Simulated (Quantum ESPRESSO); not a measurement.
**MoS2: single point with PBEsol+U**

MoS2:

```
Mo S
1.0
     3.22746    0.00000    0.00000
    -1.61373    2.79507    0.00000
     0.00000    0.00000    6.31247
Mo S
1 2
Direct
  0.00000 0.00000 0.50000
  0.66667 0.33333 0.74468
  0.33333 0.66667 0.25532
```

Measurements of this composition are mostly on another form, of space group No. 194.

```json
{
 "Program": "Quantum ESPRESSO 7.5",
 "Task": "single point",
 "Functional": "PBEsol",
 "Potentials or basis": "GBRV 1.5 PBEsol",
 "Cutoff": "612 eV",
 "Density cutoff": "4898 eV",
 "k mesh": "9 × 9 × 4",
 "Occupations": "fermi-dirac, width 0.05 eV",
 "Spin": "no spin polarisation",
 "Hubbard terms": "Mo d U = 8 eV",
 "Hubbard projectors": "ortho-atomic",
 "Mixing beta": "0.3",
 "Most SCF iterations": "120",
 "SCF threshold": "6e-10 Ry"
}
```

- Pressure: -2.8 GPa
- Largest force: 0.035 eV/Å
- Band gap on the k mesh: none (metal or under the smearing width)

Forces on the atoms (eV/Å):
```
Mo   0.000  0.000  0.000
S    0.000  0.000 -0.035
S    0.000  0.000  0.035
```

Stress tensor (GPa, compression positive):
```
-3.54  0.00  0.00
 0.00 -3.54  0.00
 0.00  0.00 -1.46
```

Levels at points of the mesh, in eV from the Fermi level:
```csv
k point,band 9,band 10,band 11,band 12,band 13,band 14,band 15,band 16,band 17,band 18
"(0.00, 0.00, 0.00)",-3.32,-1.65,-1.35,-1.35,-1.15,-0.12,-0.12,3.68,3.68,6.13
"(0.00, 0.00, -0.50)",-3.31,-3.31,-1.35,-1.35,-0.19,-0.19,-0.09,3.84,3.84,6.09
```

Eigenvalues of the final occupation matrices:
```
   site  spin  trace               eigenvalues
Mo 1 4d  each   2.49  0.38 0.38 0.56 0.58 0.58
```

Wall time 44 s on 2 MPI ranks on Arm Neoverse V2, with other jobs on the host, peak memory 0.3 GiB a rank.

Caveat: this functional lacks dispersion, which binds the layers, so the pressure and a relaxed spacing across them are unreliable; U without spin polarisation on a metal has little footing.
